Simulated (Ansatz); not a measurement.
Runs of Ansatz 0.2.0 on PbSe. Symmetry: Pm-3m, No. 221, cubic system. The conventional cell has a = 3.784 Å, b = 3.784 Å, c = 3.784 Å, α = 90.00°, β = 90.00°, γ = 90.00°. Pb (site symmetry m-3m) is surrounded by 8 Se at 3.28 Å. Se (site symmetry m-3m) is surrounded by 8 Pb at 3.28 Å. Measurements of this composition are mostly on another form, of space group No. 225.

```csv
task,level,cell,smearing,gap on the mesh (eV),pressure (GPa),relaxed volume (Å³/atom)
single point,PBE,as given,gaussian 0.029 eV,none,-0.2,-
relaxation of cell and atoms,RPBE+D4,relaxed,fermi-dirac 0.05 eV,none,0.0,(a)
single point,PBE,as given,gaussian 0.03 eV,none,-0.2,-
relaxation of cell and atoms,PBEsol+D4,relaxed,fermi-dirac 0.05 eV,none,0.0,24.74
relaxation of cell and atoms,BLYP+D3(BJ),relaxed,fermi-dirac 0.05 eV,none,0.0,26.41
```

Alike in all rows: potentials or basis Ansatz PAW; no spin polarisation; k mesh 7 × 7 × 7; cutoff (eV) 420.

Estimate the missing entries.

(a) 25.75.

Caveats: the plane-wave basis is chosen anew once the cell has moved, so the energies of steps on either side of that aren't comparable (some runs); pairwise dispersion overbinds metals, which lowers pressure and volume (some runs); the PAW data sets come from PBE, with cores solved anew for the run's functional, which leaves a small shift of forces and pressure (some runs).

A k mesh can miss the band edges, and the runs leave out spin-orbit coupling on Pb, Se.

A gap of «none» marks a metal or a gap under the smearing width.
